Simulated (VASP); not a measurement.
Here is a VASP 6.6.1 calculation.

File POSCAR:

```
Sb
1.0
    0.0000000000      3.4741300437      3.4741300437
    3.4741300437      0.0000000000      3.4741300437
    3.4741300437      3.4741300437      0.0000000000
Sb
2
Direct
    0.1250000000      0.1250000000      0.1250000000
    0.8750000000      0.8750000000      0.8750000000
```

The input INCAR.step1:

```
SYSTEM = Sb
  PREC = Accurate
  ENCUT = 520
  EDIFF = 1E-5
  ISMEAR = -1
  SIGMA = 0.1
  LREAL = .False.
  LASPH = .True.
  NELM = 100
  ALGO = Normal
  ISIF = 2
  LWAVE = .True.
  LCHARG = .False.
  NBANDS = 12
  GGA = PE
```

INCAR.step2

```
SYSTEM = Sb
  PREC = Accurate
  ENCUT = 520
  EDIFF = 1E-7
  ISMEAR = -1
  SIGMA = 0.1
  LREAL = .False.
  LASPH = .True.
  NELM = 100
  ALGO = Normal
  ISIF = 2
  LWAVE = .False.
  LCHARG = .False.
  METAGGA = R2SCAN
  LHFCALC = .True.
  AEXX = 0.25
  LMIXTAU = .True.
  PRECFOCK = Normal
  HFRCUT = -1
  NBANDS = 12
  ISTART = 1
```

File KPOINTS:

```
regular mesh
0
Gamma
  4 4 4
  0 0 0
```

Potentials or basis: VASP PAW PBE potentials, release 64 (Sb).

The run is started by

```sh
$ cat potpaw_PBE.64/Sb/POTCAR > POTCAR
$ cp INCAR.step1 INCAR
$ mpirun -np 1 vasp_std > vasp.out
$ cp INCAR.step2 INCAR
$ mpirun -np 1 vasp_std > vasp.out
```

(1) Estimate the pressure.

(2) Estimate the band gap on the k mesh.

## Answers

(1) -2.2 GPa.

(2) none (metal or under the smearing width).

Caveat: the k mesh is coarse (spacing up to 0.39 Å⁻¹), so the values aren't converged, least of all with exact exchange; the PAW data sets were made with another functional, which shifts forces and pressure a little.
